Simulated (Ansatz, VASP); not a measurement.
MgO in VASP and in Ansatz

Contents of INCAR:

```
SYSTEM = MgO
ALGO     = Normal         ! electronic algorithm
EDIFF    = 1E-6           ! SCF threshold, eV
EDIFFG   = -0.005         ! ionic threshold
ENCUT    = 600            ! plane-wave cutoff, eV
GGA      = PE             ! functional
IBRION   = 2              ! ionic algorithm
ISIF     = 3              ! what is computed and relaxed
ISMEAR   = 0              ! smearing method
LASPH    = .TRUE.         ! aspherical terms in the spheres
LCHARG   = .FALSE.        ! write CHGCAR
LREAL    = .FALSE.        ! projectors in reciprocal space
LWAVE    = .FALSE.        ! write WAVECAR
NELM     = 80             ! most SCF steps
NSW      = 100            ! ionic steps
PREC     = Accurate       ! precision mode
SIGMA    = 0.02           ! smearing width, eV
```

File KPOINTS:

```
k-points
0
G
  9 9 6
  0 0 0
```

POSCAR

```
MgO
1.0
    3.3077869865      0.0000000000      0.0000000000
   -1.6538934933      2.8646275606      0.0000000000
    0.0000000000      0.0000000000      4.9828816700
Mg O
2 2
Direct
    0.3333333300      0.6666666700      0.0021597400
    0.6666666700      0.3333333300      0.5021597400
    0.3333333300      0.6666666700      0.4024402600
    0.6666666700      0.3333333300      0.9024402600
```

Input for Ansatz:

```yaml
crystal:
  lattice:
    - [3.3077869865, 0.0, 0.0]
    - [-1.6538934933, 2.8646275606, 0.0]
    - [0.0, 0.0, 4.98288167]
  atoms:
    - { symbol: Mg, position: [0.33333333, 0.66666667, 0.00215974] }
    - { symbol: Mg, position: [0.66666667, 0.33333333, 0.50215974] }
    - { symbol: O, position: [0.33333333, 0.66666667, 0.40244026] }
    - { symbol: O, position: [0.66666667, 0.33333333, 0.90244026] }
basis:
  ecutwfc: 520.0
kpoints:
  mp_grid: { grid: [9, 9, 6] }
hamiltonian:
  xc: pbe
  pseudopotentials: { kind: paw, azcp: { folder: soft_1 } }
scf:
  occupations: { method: gaussian, width: 0.02 }
output:
  forces: true
  stress: true
  eigenvalues: true
  write_density: true
  write_potential: true
  elf: true
  volumetric_format: npy
relax:
  adjacent_minimum: "off"
  f_tol: 0.005
  max_steps: 80
  cell: { stress_tol: 0.05 }
```

Measurements of this composition are mostly on another form, of space group No. 225.

Alike in both runs: task relaxation of cell and atoms; functional PBE; k mesh 9 × 9 × 6; occupations gaussian, width 0.02 eV; no spin polarisation.

|  | VASP | Ansatz |
| --- | --- | --- |
| version | VASP 6.6.1 | Ansatz 0.2.0 |
| potentials or method | VASP PAW PBE potentials, release 64 (Mg, O) | scalar-relativistic, plane waves, PAW |
| plane-wave cutoff (eV) | 600 | 520 |
| valence electrons in the cell | 16 | 32 |

```csv
,VASP,Ansatz,Ansatz less VASP
"gap on the k mesh at the Fermi level, each at its own relaxed structure (eV)",3.42,3.41,-0.005
relaxed volume (Å³/atom),12.13,12.19,+0.062
relaxed cell length with the largest relative difference (Å),5.110,5.122,+0.0115
energy change over the relaxation (meV/atom),-3,-4,-1.2
```

The two sets of potentials don't hold the same shells in valence.

Caveats: an odd mesh through Γ misses points on the zone boundary, where band edges often lie.
